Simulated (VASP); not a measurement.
Wanted: the native input for a VASP 6.6.1 run.

* Task: single point
* Functional: PBEsol
* Potentials or basis: VASP PAW PBE potentials, release 64 (Ag)
* Cutoff: 520 eV
* k mesh: 11 × 11 × 11
* Occupations: fermi-dirac, width 0.05 eV
* Spin: no spin polarisation
* Ladder: free
* Further INCAR settings: ALGO = Normal; EDIFF = 1e-07; NBANDS = 12

The structure of Ag lies in POSCAR:

```
Ag
1.0
   -0.0062230000      2.0386280000      2.0672000000
    2.0149730000      0.0469460000      2.0140300000
    2.0855950000      2.0560800000     -0.0236760000
Ag
1
Direct
    0.0022060000      0.0285520000     -0.0104340000
```

The cell isn't the ideal one: cell strained at random at fixed volume.

One way to write it, as run:

INCAR

```
PREC     = Accurate       # precision mode
ENCUT    = 520            # plane-wave cutoff, eV
EDIFF    = 1E-7           # SCF threshold, eV
ISMEAR   = -1             # smearing method
SIGMA    = 0.05           # smearing width, eV
LREAL    = F              # projectors in reciprocal space
LASPH    = T              # aspherical terms in the spheres
NELM     = 60             # most SCF steps
ALGO     = Normal         # electronic algorithm
ISIF     = 2              # what is computed and relaxed
LWAVE    = F              # write WAVECAR
LCHARG   = F              # write CHGCAR
GGA      = PS             # functional
NBANDS   = 12             # bands
```

KPOINTS

```
regular mesh
0
Gamma
  11 11 11
```

Potentials or basis: VASP PAW PBE potentials, release 64 (Ag).

Launch:

```bash
$ cat potpaw_PBE.64/Ag/POTCAR > POTCAR
$ mpirun -np 1 vasp_std > vasp.out
```

It gave:

```json
{
  "Pressure": "-2.7 GPa",
  "Band gap on the k mesh": "none (metal or under the smearing width)"
}
```

Caveat: the PAW data sets were made with another functional, which shifts forces and pressure a little.

Run time: 62 s on 1 thread of Intel(R) Xeon(R) Platinum 8488C (Sapphire Rapids), with other jobs on the host, peak memory 0.25 GiB.
